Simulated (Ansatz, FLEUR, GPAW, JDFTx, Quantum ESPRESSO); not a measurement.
Fitting the PBEsol energy curve of MgS

```xyz
2
Lattice="0.0000 2.6016 2.6016 2.6016 0.0000 2.6016 2.6016 2.6016 0.0000" Properties=species:S:1:pos:R:3 pbc="T T T"
S     2.6016    2.6016    2.6016
Mg    0.0000    0.0000    0.0000
```

The cell was scaled at fixed shape and fractions and run with GPAW, PAW data sets generated for this functional, cutoff 800 eV; PBEsol, k mesh 9 × 9 × 9 on the cell of 2 atoms, fermi-dirac occupations of 0.05 eV, no spin polarisation, no spin-orbit coupling. Energies are those that the program minimises, any entropy of the smearing included.

```csv
V (Å³/atom),energy over the lowest row (meV/atom)
16.5529,10.955
16.9051,3.451
17.2573,0.000
17.6095,0.206
17.9617,?
18.3139,10.182
18.6661,19.342
```

Fit the third-order Birch-Murnaghan form, give V0, B0 and B′, and predict the energy left open.

With y = (V0/V)^(2/3), E = E0 + (9 V0 B0/16) [(y - 1)³ B′ + (y - 1)² (6 - 4y)]. Least squares through the rows shown give V0 = 17.4112 Å³/atom, E0 = -0.337 meV, B0 = 78.49 GPa (1 eV/Å³ = 160.218 GPa) and B′ = 4.10, with a largest miss of 0.001 meV. At V = 17.9617 the form with these constants gives 3.707 meV; the run gave 3.705 meV an atom. Other set-ups at this level, from all their volumes (Å³/atom, GPa): FLEUR, all-electron, FLAPW: V0 17.390, B0 78.1; JDFTx, PseudoDojo-SR-PBEsol-0.4.1-standard with smoothed tails: V0 17.408, B0 78.07; Ansatz, all-electron LAPW, scalar-relativistic: V0 17.389, B0 78.13; Quantum ESPRESSO, PseudoDojo 0.4.1 SR PBEsol standard: V0 17.410, B0 77.84. Measured volume: 17.6 Å³/atom at 294.15 K (a printed reference work), so the fit lies -1.1 % from it. The runs are for a static lattice.
